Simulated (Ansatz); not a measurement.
The calculation used DFT, PBE, plane waves (420 eV) with PAW, scalar-relativistic in Ansatz.

An element in the dhcp structure gives this curve. The cell is scaled uniformly from the relaxed one, with fractional coordinates and shape fixed. Energies are extrapolated to zero smearing, pressures are those at the given smearing. Magnetic state: spin not included.

| V (Å³/atom) | E − E₀ (meV/atom) | P (GPa) |
| --- | --- | --- |
| 65.175 | 14.1 | 0.58 |
| 68.137 | 5.8 | 0.35 |
| 71.100 | 1.3 | 0.16 |
| 74.062 | 0.0 | 0.01 |
| 77.025 | 1.3 | -0.12 |
| 79.987 | 4.8 | -0.23 |
| 82.950 | 10.1 | -0.32 |

Question: Which element is it?
A. lanthanum
B. strontium
C. caesium
D. potassium

Answer: D. Its fit is V₀ = 73.95 Å³/atom, B₀ = 3.6 GPa, B₀′ = 3.8.
